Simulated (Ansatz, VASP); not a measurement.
One calculation of InP, two programs

```xyz
2
Lattice="0.0000 2.9520 2.9520 2.9520 0.0000 2.9520 2.9520 2.9520 0.0000" Properties=species:S:1:pos:R:3 pbc="T T T"
In    0.0000    0.0000    0.0000
P     4.4280    4.4280    4.4280
```

The cell is a database's computed one.

Alike in both runs: task relaxation of cell and atoms; functional r2SCAN; k mesh 8 × 8 × 8; occupations gaussian, width 0.02 eV; no spin polarisation.

|  | VASP | Ansatz |
| --- | --- | --- |
| version | VASP 6.6.1 | Ansatz 0.2.0 |
| potentials or method | VASP PAW PBE potentials, release 64 (In_d, P) | scalar-relativistic, plane waves, PAW |
| plane-wave cutoff (eV) | 600 | 500 |
| valence electrons in the cell | 18 | 18 |

```csv
,VASP,Ansatz,Ansatz less VASP
"gap on the k mesh at the Fermi level, each at its own relaxed structure (eV)",1.04,1.03,-0.010
relaxed volume (Å³/atom),25.74,25.77,+0.027
relaxed cell length with the largest relative difference (Å),4.176,4.177,+0.0015
```

Caveats: the PAW data sets were made with another functional, which shifts forces and pressure a little (VASP); spin-orbit coupling is left out, which moves the levels of the heavy elements. r2SCAN opens gaps a little over a GGA but as a rule still falls short of measured ones.
